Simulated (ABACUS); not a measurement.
Something may be wrong with this ABACUS 3.10.1 calculation of ZnS (Wurtzite-4H).

The input INPUT:

```
INPUT_PARAMETERS
suffix              ZnS
calculation         scf
basis_type          lcao
pseudo_dir          ./
orbital_dir         ./
symmetry            1
dft_functional      pz
ecutwfc             100
pseudo_rcut         7
nspin               1
nbands              63
ks_solver           genelpa
smearing_method     fd
smearing_sigma      0.00367493
scf_thr             1e-07
scf_nmax            80
mixing_type         plain
mixing_beta         1.9
cal_force           1
cal_stress          1
out_mul             1
mixing_gg0          0
```

The input STRU:

```
ATOMIC_SPECIES
Zn 65.3800 Zn_ONCV_PBE-1.2.upf
S 32.0600 S_ONCV_PBE-1.2.upf

NUMERICAL_ORBITAL
Zn_confined-atom_7au_3s2p2d1f.orb
S_confined-atom_7au_2s2p1d.orb

LATTICE_CONSTANT
1.8897261246

LATTICE_VECTORS
3.8227000000 0.0000000000 0.0000000000
-1.9113500000 3.3105553110 0.0000000000
0.0000000000 0.0000000000 12.5200000000

ATOMIC_POSITIONS
Direct

Zn
0.0
4
0.6666666667 0.3333333333 0.7500000000 1 1 1
0.3333333333 0.6666666667 0.2500000000 1 1 1
0.0000000000 0.0000000000 0.5000000000 1 1 1
0.0000000000 0.0000000000 0.0000000000 1 1 1

S
0.0
4
0.6666666667 0.3333333333 0.9375000000 1 1 1
0.3333333333 0.6666666667 0.4375000000 1 1 1
0.0000000000 0.0000000000 0.6875000000 1 1 1
0.0000000000 0.0000000000 0.1875000000 1 1 1
```

File KPT:

```
K_POINTS
0
Gamma
6 6 2 0 0 0
```

Potentials or basis: SG15 ONCV 1.2 PBE, DZP LCAO (the cutoffs set its grid).

Launch:

```sh
$ OMP_NUM_THREADS=4 abacus > log
```

running log:

```text
ABACUS v3.10.1

               Atomic-orbital Based Ab-initio Computation at UStc

 ------------------------------------------------------------------------------------

 READING GENERAL INFORMATION
                           global_out_dir = OUT.ZnS/
                           global_in_card = INPUT
                               pseudo_dir = ./
[... 122 lines left out ...]
                                  min |g| = 0

 !!!!!!!!!!!!!!!!!!!!!!!!!!!!!!!!!!!!!!!!!!!!!!!!!!!!!!!!!
                         NOTICE
 !!!!!!!!!!!!!!!!!!!!!!!!!!!!!!!!!!!!!!!!!!!!!!!!!!!!!!!!!

 You'd better set mixing_beta to [0.0, 1.0]!
 CHECK IN FILE : OUT.ZnS/warning.log

 !!!!!!!!!!!!!!!!!!!!!!!!!!!!!!!!!!!!!!!!!!!!!!!!!!!!!!!!!
                         NOTICE
 !!!!!!!!!!!!!!!!!!!!!!!!!!!!!!!!!!!!!!!!!!!!!!!!!!!!!!!!!
 Check in file : OUT.ZnS/warning.log
```

On the terminal:

```text
ABACUS v3.10.1
[... 27 lines left out ...]
                         NOTICE
 !!!!!!!!!!!!!!!!!!!!!!!!!!!!!!!!!!!!!!!!!!!!!!!!!!!!!!!!!
```

Question: Diagnose the run.

Answer: The input was rejected before any iteration. The input holds a flaw that was put in on purpose: mixing far too strong (mixing_type = plain; mixing_beta = 1.9; mixing_gg0 = 0).
